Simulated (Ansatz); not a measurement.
**BN (F-43m)**

All numbers below come from DFT PBE, scalar-relativistic, plane waves, PAW in Ansatz 0.2.0.

Plane waves to 420 eV, a k mesh through Γ of 12×12×12 on the computed 2-atom cell and Gaussian smearing (0.02 eV); no spin polarisation.

The structure is relaxed at this level of theory with its symmetry kept.

Symmetry: F-43m, No. 216, cubic system. Conventional cell: a = 3.625 Å, b = 3.625 Å, c = 3.625 Å, α = 90.00°, β = 90.00°, γ = 90.00°. B (site symmetry -43m) has 4 N at 1.57 Å as nearest neighbours. N (site symmetry -43m) has 4 B at 1.57 Å as nearest neighbours.

```json
{
 "Volume per atom": "40.2 bohr³",
 "Formation energy from the elements' standard states (uncorrected)": "-1.174 eV/atom",
 "Kohn–Sham band gap": "4.46 eV",
 "Löwdin character of the top 1 eV of the valence band": "N 2p 84 %, B 2p 15 %",
 "Löwdin character of the lowest 1 eV of the conduction band": "B 2p 56 %, N 2s 31 %, unprojected 10 %",
 "Bader charges (e)": "B (1 in the cell) 2.16, N (1 in the cell) -2.16"
}
```